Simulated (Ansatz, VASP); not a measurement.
# CaO (Lime) in two plane-wave programs, part 2 of 2

One calculation is typed for both programs; each brings its own data sets and cutoff. How far apart do they land? The cell is taken from a series of VASP runs on this material, whose earlier steps may have relaxed, scaled or displaced it; both programs get it as it stands. Other levels of theory on this material are compared in a session of their own.

VASP 6.6.1 and Ansatz 0.2.0.

So far. Step 2 (VASP: band structure, r2SCAN): The run ends at a pressure of -0.82 GPa.

## Step 5: Ansatz: band structure, LDA

Level of this step: Ansatz beside VASP: Kohn-Sham DFT, plane waves, LDA (Ansatz).

Levels along a path test the potential and the projectors away from the mesh points. The cell compared in this pair holds 26.28 Å³, against 27.87 Å³ for the pair before.

The cell is taken from a series of VASP runs on this material, whose earlier steps may have relaxed, scaled or displaced it; both programs get it as it stands.

input.yaml reads:

```yaml
crystal:
  lattice:
    - [0.0, 2.3597843393, 2.3597843393]
    - [2.3597843393, 0.0, 2.3597843393]
    - [2.3597843393, 2.3597843393, 0.0]
  atoms:
    - { symbol: Ca, position: [0.0, 0.0, 0.0] }
    - { symbol: O, position: [0.5, 0.5, 0.5] }
hamiltonian:
  xc: lda
  pseudopotentials: { kind: paw }
kpoints:
  mp_grid: { grid: [8, 8, 8] }
  band_path:
    path:
      - [0.0, 0.0, 0.0]
      - [0.16667, 0.0, 0.16667]
      - [0.33333, 0.0, 0.33333]
      - [0.5, 0.0, 0.5]
      - [0.5, 0.08333, 0.58333]
      - [0.5, 0.19444, 0.69444]
      - [0.5, 0.25, 0.75]
      - [0.45833, 0.29167, 0.75]
      - [0.40278, 0.34722, 0.75]
      - [0.375, 0.375, 0.75]
      - [0.20833, 0.20833, 0.41667]
      - [0.08333, 0.08333, 0.16667]
      - [0.0, 0.0, 0.0]
      - [0.22222, 0.22222, 0.22222]
      - [0.38889, 0.38889, 0.38889]
      - [0.51389, 0.47222, 0.51389]
      - [0.55556, 0.38889, 0.55556]
      - [0.61111, 0.27778, 0.61111]
      - [0.61111, 0.25, 0.63889]
      - [0.56944, 0.25, 0.68056]
      - [0.51389, 0.25, 0.73611]
      - [0.5, 0.27778, 0.72222]
      - [0.5, 0.38889, 0.61111]
      - [0.5, 0.47222, 0.52778]
      - [0.48611, 0.48611, 0.52778]
      - [0.43056, 0.43056, 0.63889]
      - [0.38889, 0.38889, 0.72222]
      - [0.59722, 0.19444, 0.59722]
      - [0.55556, 0.11111, 0.55556]
      - [0.5, 0.0, 0.5]
    npoints: 1
scf:
  occupations: { method: gaussian, width: 0.03 }
  n_extra_bands: 7
output:
  forces: true
  stress: true
  eigenvalues: true
```

Command:

```console
$ ansatz run input.yaml --threads 2 --pin off --max-ram 4608MiB --backend cpu --events-out ev --progress --plain --runs-dir out
```

Numbers of over 12 decimals in the logs are rounded to 6 here.

What it wrote:

```text
[...]
Crystal: 2 atoms, lattice volume = 26.281 Å³
Basis set: ecut = 420 eV, 531 PW (Γ)
Bands: 15, of which v1, the nominal top of the filled ones, is band 8 counted from 1 (7 counted from 0)
Symmetry: 48 space group operations
[...]
k-points: 29 of 512
[...]
k-point 0: bands = [... 4 lower, -7.4057, 7.9073, 7.9073, 7.9073, 12.9310, 14.1610, 14.1610, 14.1610, ... 3 higher]
  k-point 1: bands = [... 4 lower, -7.1105, 7.3416, 7.6714, 7.6714, 13.6241, 14.1230, 14.4488, 14.4488, ... 3 higher]
  k-point 2: bands = [... 4 lower, -6.5495, 6.2722, 7.1716, 7.1716, 14.2072, 15.1078, 15.2076, 15.2076, ... 3 higher]
  k-point 28: bands = [... 4 lower, -6.6434, 6.5128, 6.8385, 6.8385, 14.2739, 14.2739, 16.6742, 17.8265, ... 3 higher]
[key lines of the parts left out:]
SCF converged after 6 iterations
Free energy (F): -2331.639127 eV
Fermi energy:    9.635261 eV
P = ⅓ Tr σ = -0.9478 GPa (-9.478 kbar)
```

The job ended after 1.3 s (2 threads of Arm Neoverse N1, shared host; peak memory 0.25 GiB; 2 s of CPU time).

## Step 6: VASP: band structure, LDA

The same cell, functional (in two slightly different forms), mesh and smearing now go to VASP, with its own data sets and cutoff.

INCAR reads:

```
SYSTEM = CaO
PREC = Accurate
ENCUT = 460
EDIFF = 1E-06
NELM = 100
ISMEAR = 0
SIGMA = 0.03
LREAL = .FALSE.
ALGO = Normal
GGA = CA
NBANDS = 20
LORBIT = 11
LWAVE = .FALSE.
LCHARG = .FALSE.
KPAR = 4
```

POSCAR reads:

```
CaO
1.0
    0.0000000000      2.3597843393      2.3597843393
    2.3597843393      0.0000000000      2.3597843393
    2.3597843393      2.3597843393      0.0000000000
Ca O
1 1
Direct
    0.0000000000      0.0000000000      0.0000000000
    0.5000000000      0.5000000000      0.5000000000
```

KPOINTS reads:

```
Automatic mesh
0
Gamma
8 8 8
0 0 0
```

KPOINTS_OPT reads:

```
Line mode
10
Line-mode
Reciprocal
  0.00000000   0.00000000   0.00000000 GAMMA
  0.50000000   0.00000000   0.50000000 X

  0.50000000   0.00000000   0.50000000 X
  0.50000000   0.25000000   0.75000000 W

  0.50000000   0.25000000   0.75000000 W
  0.37500000   0.37500000   0.75000000 K

  0.37500000   0.37500000   0.75000000 K
  0.00000000   0.00000000   0.00000000 GAMMA

  0.00000000   0.00000000   0.00000000 GAMMA
  0.50000000   0.50000000   0.50000000 L

  0.50000000   0.50000000   0.50000000 L
  0.62500000   0.25000000   0.62500000 U

  0.62500000   0.25000000   0.62500000 U
  0.50000000   0.25000000   0.75000000 W

  0.50000000   0.25000000   0.75000000 W
  0.50000000   0.50000000   0.50000000 L

  0.50000000   0.50000000   0.50000000 L
  0.37500000   0.37500000   0.75000000 K

  0.62500000   0.25000000   0.62500000 U
  0.50000000   0.00000000   0.50000000 X
```

The projector-augmented-wave data sets are Ca_sv and O (LDA family, release 64).

Command:

```console
$ mpirun -np 4 vasp_std
```

What it wrote:

```text
[banner, memory and clock lines left out]
running    4 mpi-ranks, on    1 nodes
[...]
LDA part: xc-table for (Slater(with rela. corr.)+CA(PZ))
 , standard interpolation
 POSCAR, INCAR and KPOINTS ok, starting setup
[...]
entering main loop
       N       E                     dE             d eps       ncg     rms          rms(c)
DAV:   1     0.117389158406E+03    0.11739E+03   -0.72553E+03  1168   0.751E+02
DAV:   2    -0.115705113884E+02   -0.12896E+03   -0.11976E+03  1268   0.235E+02
DAV:   3    -0.158463517204E+02   -0.42758E+01   -0.42316E+01  1488   0.429E+01
DAV:   4    -0.159344245011E+02   -0.88073E-01   -0.88028E-01  1400   0.567E+00
[...]
DAV:  10    -0.142244958899E+02   -0.11072E-03   -0.18572E-04  1348   0.116E-01    0.420E-02
DAV:  11    -0.142244787217E+02    0.17168E-04   -0.16705E-05  1524   0.388E-02    0.667E-03
DAV:  12    -0.142244786243E+02    0.97497E-07   -0.40200E-06  1304   0.135E-02
   1 F= -.14224479E+02 E0= -.14224479E+02  d E =-.124954E-13
 Start KPOINTS_OPT (optional k-point list driver)
k-point batch [1-29\100]
       N       E                     dE             ncg
DAV:   1    -0.143387420221E+04   -0.17640E+05     1160
DAV:   2    -0.510859316501E+04   -0.36747E+04     1308
DAV:   3    -0.523137741415E+04   -0.12278E+03     1488
DAV:   4    -0.523344281173E+04   -0.20654E+01     1352
DAV:   5    -0.523348273599E+04   -0.39924E-01     1456
DAV:   6    -0.523348374768E+04   -0.10117E-02     1344
DAV:   7    -0.523348377514E+04   -0.27459E-04     1440
DAV:   8    -0.523348377584E+04   -0.69818E-06      916
[...]
k-point batch [88-100\100]
       N       E                     dE             ncg
DAV:   1     0.877982053020E+04   -0.93521E+04      520
DAV:   2     0.717075818631E+04   -0.16091E+04      572
DAV:   3     0.711677809339E+04   -0.53980E+02      736
DAV:   4     0.711612623920E+04   -0.65185E+00      564
DAV:   5     0.711611759052E+04   -0.86487E-02      700
DAV:   6     0.711611742109E+04   -0.16944E-03      560
DAV:   7     0.711611741724E+04   -0.38427E-05      700
DAV:   8     0.711611741717E+04   -0.72001E-07      372
```

From OUTCAR (step 6):

```text
  Total       -0.0842470     -0.0842470     -0.0842470      0.0000000      0.0000000     -0.0000000
  in kB       -5.1359200     -5.1359200     -5.1359200      0.0000000      0.0000000     -0.0000000
  external PRESSURE =      -5.1359200 kB  Pullay stress =       0.0000000 kB

 POSITION                                       TOTAL-FORCE (eV/Angst)
 -----------------------------------------------------------------------------------
      0.00000      0.00000      0.00000         0.000000      0.000000      0.000000
      2.35978      2.35978      2.35978         0.000000     -0.000000     -0.000000
 -----------------------------------------------------------------------------------
    total drift:                                0.000000     -0.000000     -0.000000

  FREE ENERGIE OF THE ION-ELECTRON SYSTEM (eV)
  ---------------------------------------------------
  free  energy   TOTEN  =       -14.2244786243 eV

  energy  without entropy=      -14.2244786243  energy(sigma->0) =      -14.22447862

[... 1 part as in an earlier step ...]

[... 2 further parts left out ...]
[key lines of the parts left out:]
E-fermi :   2.4816
```

The run ends at a pressure of -0.51 GPa.

## Step 7: Comparison

What differs besides the data sets and the points named for the pairs above, as far as they apply: the two LDA forms differ slightly; the cutoff is 420 eV in Ansatz and 460 eV in VASP; VASP's log shows a relativistic correction to its local exchange, Ansatz's none. Total energies have different zeros and are not compared.

Compared:

```csv
quantity,Ansatz,VASP,difference
pressure (GPa),-0.95,-0.51,-0.43
pressure without Ansatz's Pulay correction (GPa),-1.58,-0.51,-1.06
gap over the path points (eV),3.456,3.426,+0.030
```

Levels at points of the path, from each program's valence-band top (eV; 3 filled, then empty):

```csv
k (reciprocal lattice),Ansatz,VASP
0.000 0.000 0.000,0.00 0.00 0.00 5.02 6.25 6.25,0.00 0.00 0.00 5.02 6.23 6.23
0.167 0.000 0.167,-1.30 -0.20 -0.20 5.32 6.15 7.30,-1.31 -0.20 -0.20 5.30 6.14 7.29
0.333 0.000 0.333,-1.77 -0.36 -0.36 3.98 7.69 8.84,-1.77 -0.36 -0.36 3.96 7.69 8.83
0.500 0.000 0.500,-1.28 -0.36 -0.36 3.46 8.44 9.20,-1.27 -0.36 -0.36 3.43 8.43 9.19
0.500 0.083 0.583,-1.26 -0.64 -0.52 3.89 8.58 9.17,-1.26 -0.64 -0.52 3.86 8.57 9.17
0.500 0.194 0.694,-1.28 -1.17 -0.92 5.41 7.35 8.75,-1.29 -1.17 -0.92 5.40 7.34 8.74
0.500 0.250 0.750,-1.39 -1.07 -1.07 6.37 6.37 8.77,-1.41 -1.07 -1.07 6.36 6.36 8.76
0.458 0.292 0.750,-1.40 -1.15 -0.96 5.71 7.12 8.80,-1.41 -1.15 -0.97 5.69 7.11 8.80
0.403 0.347 0.750,-1.41 -1.20 -0.85 5.17 8.01 8.94,-1.42 -1.20 -0.86 5.15 8.01 8.93
0.375 0.375 0.750,-1.42 -1.21 -0.83 5.09 8.20 8.97,-1.42 -1.21 -0.84 5.07 8.19 8.96
```

Among the levels compared at these points, filled levels agree within 17 meV and empty ones within 30 meV. Ansatz's pressure holds a Pulay correction of 0.63 GPa; VASP's holds none.

## Step 8: Results

| Item | Value |
| --- | --- |
| difference in gap over the path points (band structure, r2SCAN) | 0.012 eV |
| difference in gap over the path points (band structure, LDA) | 0.030 eV |

What this shows: The difference in gap over the path points is 0.030 eV (band structure, LDA), within the 0.08 eV picked in this series as the mark of a large difference. 6 further runs of this series are not shown here. Such differences can come from data sets, numerical settings and the points named under the comparisons, not from the functional's error against experiment.

[Lines on the potential files, build, host, timing and source positions are cut from VASP's logs without a mark.]

[Logs are printed without paths, hosts, clocks, repeated set-up lines and the standing remarks that a program may print on its own settings, such as how far it seeks lower states.]

[Hosts, paths, dates, database ids (printed as entryN), source tags and the programs' standing remarks are cut or masked in the printed files.]
